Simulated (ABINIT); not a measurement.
TiTe2 in ABINIT: the effect of potentials

Crystal: TiTe2.

```
CELL_PARAMETERS angstrom
3.77700 0.00000 0.00000
-1.88850 3.27098 0.00000
0.00000 0.00000 6.49800
ATOMIC_POSITIONS crystal
Te 0.33333 0.66667 0.73720
Te 0.66667 0.33333 0.26280
Ti 0.00000 0.00000 0.00000
```

Alike in all runs:

* Program: ABINIT 10.8.3 (patched build)
* Task: band structure
* Functional: PBE
* k mesh: 6 × 6 × 3
* Occupations: fermi-dirac, width 0.05 eV
* Spin: no spin polarisation

```tsv
potentials	cutoff	pressure (GPa)	largest force (eV/Å)
SPMS NC PBE v1.0	816 eV	0.8	0.04
JTH PAW PBE v2.0	408 eV	?	?
Ansatz PAW PBE default generated set, frozen core	419 eV	0.8	0.05
```

What does the run with potentials JTH PAW PBE v2.0 give?

Pressure 1.0 GPa; largest force 0.03 eV/Å.

Caveats: this functional lacks dispersion, which binds the layers, so the pressure and a relaxed spacing across them are unreliable; the atomic spheres overlap (some runs).

The runs don't all hold the same shells in valence.
